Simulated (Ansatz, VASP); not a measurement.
**Two plane-wave programs on Zn**

```
Zn
1.0
    -1.56568    1.56568    1.56568
     1.56568   -1.56568    1.56568
     1.56568    1.56568   -1.56568
Zn
1
Direct
  0.00000 0.00000 0.00000
```

Alike in both runs: functional PBE; k mesh 14 × 14 × 14; occupations fermi-dirac, width 0.1 eV; no spin polarisation.

Ansatz relaxed the structure, and its values are those at the end. VASP's run is a single point on that final structure, the one shown.

|  | VASP | Ansatz |
| --- | --- | --- |
| version | VASP 6.6.1 | Ansatz 0.2.0 |
| potentials or method | VASP PAW PBE potentials, release 64 (Zn) | plane waves (420 eV) with PAW, scalar-relativistic |
| plane-wave cutoff (eV) | 520 | 420 |
| valence electrons in the cell | 12 | 12 |

|  | VASP | Ansatz | Ansatz less VASP |
| --- | --- | --- | --- |
| pressure (GPa) | 0.3 | 0.0 | -0.35 |
